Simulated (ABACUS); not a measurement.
Runs of ABACUS 3.10.1 on Sn. Symmetry: I4_1/amd, No. 141, tetragonal system. The conventional cell has a = 5.880 Å, b = 5.880 Å, c = 3.199 Å, α = 90.00°, β = 90.00°, γ = 90.00°. Sn (site symmetry -4m2) has 6 Sn at 3.05 to 3.20 Å as nearest neighbours. 

```tsv
task	level	potentials or basis	cell	k mesh	eigensolver	symmetry key	path	points for each segment of the path	max steps of the relaxation	gap on the mesh (eV)	pressure (GPa)	relaxed volume (Å³/atom)
single point	r2SCAN	SG15 ONCV 1.2 PBE, DZP LCAO (the cutoffs set its grid)	as given	7 × 7 × 7	scalapack_gvx	1	-	-	-	none	-0.7	-
single point	PBE	SPMS ONCV 1.0 PBE, DZP LCAO (the cutoffs set its grid)	as given	8 × 8 × 8	genelpa	1	-	-	-	none	(a)	-
relaxation of cell and atoms	PBE	SPMS ONCV 1.0 PBE, DZP LCAO (the cutoffs set its grid)	relaxed	8 × 8 × 8	genelpa	1	-	-	60	-	0.0	29.09
relaxation of cell and atoms	r2SCAN	SG15 ONCV 1.2 PBE, DZP LCAO (the cutoffs set its grid)	relaxed	7 × 7 × 7	genelpa	1	-	-	60	-	0.0	27.31
```

Alike in all rows: no spin polarisation; cutoff (eV) 1361; smearing fermi-dirac 0.05 eV.

Task: Fill in the values left out.

Result: (a) 2.6.

Caveats: the atomic orbitals were generated for these runs and aren't a published set; the basis of atomic orbitals isn't converged, which shifts pressures, moduli and gaps; the potentials were made for another functional, which shifts forces and pressure (some runs).

A k mesh can miss the band edges, and the runs leave out spin-orbit coupling on Sn.

A gap of «none» marks a metal or a gap under the smearing width.
